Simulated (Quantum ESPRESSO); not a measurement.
Runs of Quantum ESPRESSO 7.5 on Ir. It takes space group P6_3/mmc (No. 194, hexagonal). Conventional cell: a = 2.751 Å, b = 2.751 Å, c = 4.462 Å, α = 90.00°, β = 90.00°, γ = 120.00°. Ir (site symmetry -6m2) is surrounded by 12 Ir at 2.74 to 2.75 Å. This isn't the form of Ir at room conditions, which is fcc.

| level | ASE optimiser | rVV10 parameter b | dispersion computed by | gap on the mesh (eV) | pressure (GPa) | relaxed volume (Å³/atom) |
| --- | --- | --- | --- | --- | --- | --- |
| PBEsol+D3 | BFGS | - | - | none | 0.0 | 13.91 |
| PBEsol+rVV10 | LBFGS | 6.3 | - | none | 0.0 | (a) |
| PBEsol | LBFGS | - | - | none | 0.0 | (b) |
| PBEsol+D3(BJ) | BFGS | - | - | none | 0.0 | 13.90 |
| PBEsol+D4 | BFGS | - | dftd4 4.3.1 through ASE | none | 0.0 | 13.92 |

Alike in all rows: task relaxation of cell and atoms; potentials or basis GBRV 1.5 PBEsol; no spin polarisation; cell relaxed; k mesh 11 × 11 × 6; cutoff (eV) 612; smearing fermi-dirac 0.05 eV.

Problem. Fill in the values left out.

Solution. (a) 13.87; (b) 14.12.

Caveats: pairwise dispersion overbinds metals, which lowers pressure and volume (some runs); rVV10's parameter b was fitted to another functional (some runs).

A k mesh can miss the band edges, and the runs leave out spin-orbit coupling on Ir.

A gap of «none» marks a metal or a gap under the smearing width.
